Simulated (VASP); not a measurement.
Here is a VASP 6.6.1 calculation.

File POSCAR:

```
Si                                      
1.0
    0.0000000000      2.7171436758      2.7171436758
    2.7171436758     -0.0000000000      2.7171436758
    2.7171436758      2.7171436758      0.0000000000
  Si            
     2
Direct
     0.7500000000000000    0.7500000000000000    0.7500000000000000
     0.5000000000000000    0.5000000000000000    0.5000000000000000
```

INCAR.step1

```
SYSTEM = Si
PREC = Accurate
ENCUT = 520
EDIFF = 1E-5
ISMEAR = 0
SIGMA = 0.02
LREAL = .FALSE.
LASPH = .TRUE.
NELM = 60
ALGO = Normal
LWAVE = .TRUE.
LCHARG = .FALSE.
KPAR = 4
GGA = PE
```

File INCAR.step2:

```
SYSTEM = Si
PREC = Accurate
ENCUT = 520
EDIFF = 1E-7
ISMEAR = 0
SIGMA = 0.02
LREAL = .FALSE.
LASPH = .TRUE.
NELM = 60
ALGO = Normal
ISIF = 3
LWAVE = .FALSE.
LCHARG = .FALSE.
GGA = PE
LHFCALC = .TRUE.
HFSCREEN = 0.2
PRECFOCK = Fast
IBRION = 2
NSW = 80
EDIFFG = -0.01
KPAR = 4
ISTART = 1
```

Contents of KPOINTS:

```
Automatic mesh
0
G
  6 6 6
  0 0 0
```

Potentials or basis: VASP PAW PBE potentials, release 64 (Si).

Run with:

```sh
$ cat potpaw_PBE.64/Si/POTCAR > POTCAR
$ cp INCAR.step1 INCAR
$ mpirun -np 4 vasp_std > vasp.out
$ cp INCAR.step2 INCAR
$ mpirun -np 4 vasp_std > vasp.out
```

Q: What does it give for the band gap on the k mesh?

A: 1.31 eV, indirect (least direct gap 3.34 eV).

Final structure:
```cif
data_structure
_symmetry_space_group_name_H-M 'P 1'
_symmetry_Int_Tables_number 1
_cell_length_a 3.8426
_cell_length_b 3.8426
_cell_length_c 3.8426
_cell_angle_alpha 60.000
_cell_angle_beta 60.000
_cell_angle_gamma 60.000
_cell_volume 40.12
loop_
_atom_site_label
_atom_site_type_symbol
_atom_site_fract_x
_atom_site_fract_y
_atom_site_fract_z
_atom_site_occupancy
Si1 Si 0.75000 0.75000 0.75000 1
Si2 Si 0.50000 0.50000 0.50000 1
```

Caveat: the relaxation stopped at its first step, so nothing moved. A k mesh can miss the band edges.
